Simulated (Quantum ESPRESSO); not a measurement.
The system is Hf.

```
CELL_PARAMETERS angstrom
2.91381 0.00000 0.00000
0.00000 2.91381 0.00000
0.00000 0.00000 2.91381
ATOMIC_POSITIONS crystal
Hf 0.50000 0.50000 0.50000
```

The cell was built by a generator and needn't be a form met in nature.

| Item | Value |
| --- | --- |
| Program | Quantum ESPRESSO 7.5 |
| Task | single point |
| Functional | PBE |
| Potentials or basis | SSSP 1.3 efficiency PBE |
| Cutoff | 816 eV |
| Density cutoff | 3265 eV |
| k mesh | 9 × 9 × 9 |
| Occupations | fermi-dirac, width 0.05 eV |
| Spin | no spin polarisation |

On this cell: pressure 0.3 GPa; band gap on the k mesh none (metal or under the smearing width).

The same run follows on a disturbed copy (cell strained at random at fixed volume):

```
Hf
1.0
     2.87899    0.01089    0.03128
     0.01089    2.89249   -0.00365
     0.03128   -0.00365    2.97118
Hf
1
Cartesian
  1.4843 1.4459 1.5020
```

Task: What changes?

Result: The energy (extrapolated to zero smearing) moves by +2.8 meV/atom; pressure 0.3 GPa; band gap on the k mesh none (metal or under the smearing width).

Stress tensor (GPa, compression positive):
```
 1.48  0.32  0.78
 0.32  0.80 -0.09
 0.78 -0.09 -1.32
```
